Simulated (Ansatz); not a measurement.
Input and command of a calculation in Ansatz (plane waves; scalar-relativistic PAW potentials unless the input names others):

```yaml
crystal:
  lattice:
    - [0.0, 2.5898476114, 2.5898476114]
    - [2.5898476114, 0.0, 2.5898476114]
    - [2.5898476114, 2.5898476114, 0.0]
  atoms:
    - { symbol: Co, position: [0.0, 0.0, 0.0] }
    - { symbol: Si, position: [0.25, 0.25, 0.25] }
    - { symbol: Si, position: [0.75, 0.75, 0.75] }
kpoints:
  mp_grid: { grid: [16, 16, 16] }
hamiltonian:
  xc: lda
scf:
  occupations: { method: gaussian, width: 0.15 }
  mixing: { preconditioner: local_kerker }
output:
  forces: true
  eigenvalues: true
  stress: true
```

```bash
ansatz run input.yaml --threads 2 --pin off --max-ram 5120MiB --backend cpu --events-out ev --progress --plain --runs-dir out
```

Abridged log:
```
Basis set: ecut = 420 eV, 645 PW (Γ)
Bands: 17, of which v1, the nominal top of the filled ones, is band 13 counted from 1 (12 counted from 0)
Symmetry: 48 space group operations
k-points: 145 of 4096
SCF iter   1: F=—  HF=-6281.860279 eV  |F-HF|=—  |Δ(HF+E_count)|=         —  Δρ=1.20e-2  dr2=2.76e-2  ethr=1.77e-3  ⟨swp⟩=5.0  Hψ=12554  notcnv=0
SCF iter   2: F=—  HF=-6281.862327 eV  |F-HF|=—  |Δ(HF+E_count)|=   2.05e-3  Δρ=1.43e-2  dr2=4.79e-2  ethr=1.10e-4  ⟨swp⟩=2.7  Hψ=5654  notcnv=0  defer=44
SCF iter   3: F=—  HF=-6281.856964 eV  |F-HF|=—  |Δ(HF+E_count)|=   5.36e-3  Δρ=2.93e-3  dr2=1.44e-3  ethr=1.10e-4  ⟨swp⟩=2.0  Hψ=3520  notcnv=0  defer=44
SCF iter   4: F=—  HF=-6281.856819 eV  |F-HF|=—  |Δ(HF+E_count)|=   1.45e-4  Δρ=1.40e-3  dr2=4.99e-4  ethr=5.78e-6  ⟨swp⟩=2.4  Hψ=3795  notcnv=0  defer=44
SCF iter   5: F=—  HF=-6281.856764 eV  |F-HF|=—  |Δ(HF+E_count)|=   5.53e-5  Δρ=4.54e-5  dr2=4.76e-7  ethr=2.00e-6  ⟨swp⟩=1.4  Hψ=2635  notcnv=0  defer=44
SCF iter   6: F=—  HF=-6281.856748 eV  |F-HF|=—  |Δ(HF+E_count)|=   1.58e-5  Δρ=8.17e-5  dr2=1.31e-6  ethr=4.00e-10  ⟨swp⟩=6.9  Hψ=12578  notcnv=0
SCF iter   7: F=-6281.856748 eV  HF=-6281.856748 eV  |F-HF|=6.68e-8  |Δ(HF+E_count)|=   7.93e-8  Δρ=1.68e-5  dr2=7.46e-8  ethr=4.00e-10  ⟨swp⟩=3.7  Hψ=10218  notcnv=0
SCF 1 converged in 7 iterations: F = -6281.856748 eV  dr2 = 7.46e-8
SCF converged after 7 iterations
Free energy (F): -6281.856748 eV
Harris-Foulkes:  -6281.856748 eV  (|F-HF|=6.68e-8)
Internal energy: -6281.846476 eV  (E = F + TS)
E sigma→0 (E₀):  -6281.851612 eV
Entropy (-TS):   -0.010272 eV (-3.424 meV/atom)
Fermi energy:    14.294457 eV
--- Forces (eV/Å), atoms counted from 1 ---
  atom   1  Co     0.00000000     0.00000000     0.00000000
  atom   2  Si     0.00000000     0.00000000     0.00000000
  atom   3  Si     0.00000000     0.00000000     0.00000000
--- Stress (GPa, compression-positive) ---
       12.400578       0.000000       0.000000
        0.000000      12.400578       0.000000
        0.000000       0.000000      12.400578
  P = ⅓ Tr σ = 12.4006 GPa (124.006 kbar)
```

Apart from outputs and empty bands, the input differs from a reference run on usual settings in hamiltonian.xc: "pbesol" → "lda"; scf.mixing.preconditioner: not typed → "local_kerker"; basis.ecutwfc: 420 → not typed. The reference, at the same geometry (not necessarily relaxed), gave pressure 17.44 GPa, largest force 0.000 eV/Å, no gap on the mesh. This run converged in 7 SCF iterations (reference: 8) with a total energy on another zero, pressure 12.40 GPa, largest force 0.000 eV/Å, no gap on the mesh.

Time: 1.5 s on 2 threads of Intel(R) Xeon(R) 6975P-C (Granite Rapids), with other jobs on the host, peak memory 0.38 GiB.